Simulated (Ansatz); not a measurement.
Sc:

```
Sc
1.0
     3.20196    0.00000    0.00000
     1.50211    2.84414    0.00000
     1.54899    0.92645    2.67418
Sc
1
Cartesian
  0.0000 0.0000 0.0000
```

This isn't the form of Sc at room conditions, which is hcp.

Base run:

```yaml
Program: Ansatz 0.2.0
Functional: RPBE
Potentials_or_basis: all-electron LAPW, scalar-relativistic
Cutoff: 173 eV (chosen from the basis error)
Basis_error_allowed: 0.001 eV/atom
k_mesh: 10 × 10 × 10
Occupations: gaussian, width 0.05 eV
Spin: no spin polarisation
```

Its results: band gap on the k mesh none (metal or under the smearing width); pressure 2.8 GPa.

**Question.** The run is repeated on the same cell with these changes: functional from RPBE to PBE; occupations from gaussian, width 0.05 eV to gaussian, width 0.1 eV. What comes out?

**Answer.** Band gap on the k mesh none (metal or under the smearing width); pressure 0.7 GPa.
